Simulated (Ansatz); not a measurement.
## Zn: energy change per atom and pressure against volume scale

All results are calculated (Ansatz 0.2.0). Plane-wave DFT, scalar-relativistic PAW made under PBE with cores redone for the functional, no dispersion; the given relaxed cell is scaled uniformly, energy at zero smearing counts from the unscaled cell, pressure at the given Fermi-Dirac smearing is positive in compression.

The cell before it is scaled or strained (space group Im-3m, No. 229):
```
cell vectors (Å)
  -1.5657     1.5657     1.5657
   1.5657    -1.5657     1.5657
   1.5657     1.5657    -1.5657
atoms (fractions of the cell vectors)
Zn  0.00000  0.00000  0.00000
```

Settings of every row: spin polarised no; functional PBE; wave cutoff 420 eV; smearing width 0.1 eV; k mesh 16x16x16.

Atom starting moment: 0 on all atoms.

Limits: the cell comes from a prototype or a list of computed structures and needn't be the stable phase.

| row | volume scale | V (Å³/atom) | energy change per atom (meV) | pressure (GPa) |
| --- | --- | --- | --- | --- |
| 1 | 0.88 | 13.51 | 61.94 | 11.96 |
| 2 | 0.92 | 14.125 | 26 | 7.03 |
| 3 | 0.96 | 14.739 | ? | ? |
| 4 | 1.04 | 15.967 | 3.51 | -2.07 |
| 5 | 1.08 | 16.581 | 14.93 | -3.87 |
| 6 | 1.12 | 17.195 | 32.47 | -5.24 |

Question: what energy change per atom and pressure should row 3 give?

Worked fit of energy change per atom. Take u = (V_r/V)^(2/3) − 1 with V_r = 15.967 Å³ an atom, which is twice the finite (Eulerian) strain; such expansions in the strain, on which the Birch-Murnaghan equation of state is built, carry the rest volume and the bulk modulus. The shown rows have u = 0.11784, 0.08515, 0, -0.02484, -0.0482. Least squares give energy change per atom = 3.169 − 293.507 × u + 6692.86 × u² meV; a straight line predicts inner rows, each left out in turn, worse (root mean square 19 against 0.97 meV). The rows lie off it by 0.42, -0.70, 0.34, 0.34, -0.40 (root mean square 0.46 meV). The withheld row has u = 0.0548, so the fit gives 3.169 − 293.507 × (0.0548) + 6692.86 × (0.0548)² = 7.18 meV.

The calculation gave 6.57 meV. The fit lies 0.61 meV (9.3 % of the value, 1 % of the column's range) above it; its largest miss of a shown row is 0.70 meV.

Worked fit of pressure. Take u = (V_r/V)^(2/3) − 1 with V_r = 15.967 Å³ an atom, which is twice the finite (Eulerian) strain; such expansions in the strain, on which the Birch-Murnaghan equation of state is built, carry the rest volume and the bulk modulus. The shown rows have u = 0.11784, 0.08515, 0, -0.02484, -0.0482. Least squares give pressure = −2.111 + 80.069 × u + 330.71 × u² GPa; a straight line predicts inner rows, each left out in turn, worse (root mean square 0.95 against 0.1 GPa). The rows lie off it by 0.04, -0.07, 0.04, 0.03, -0.04 (root mean square 0.046 GPa). The withheld row has u = 0.0548, so the fit gives −2.111 + 80.069 × (0.0548) + 330.71 × (0.0548)² = 3.27 GPa.

The calculation gave 3.23 GPa. The fit lies 0.04 GPa (1.2 % of the value, 0.23 % of the column's range) above it; its largest miss of a shown row is 0.07 GPa.
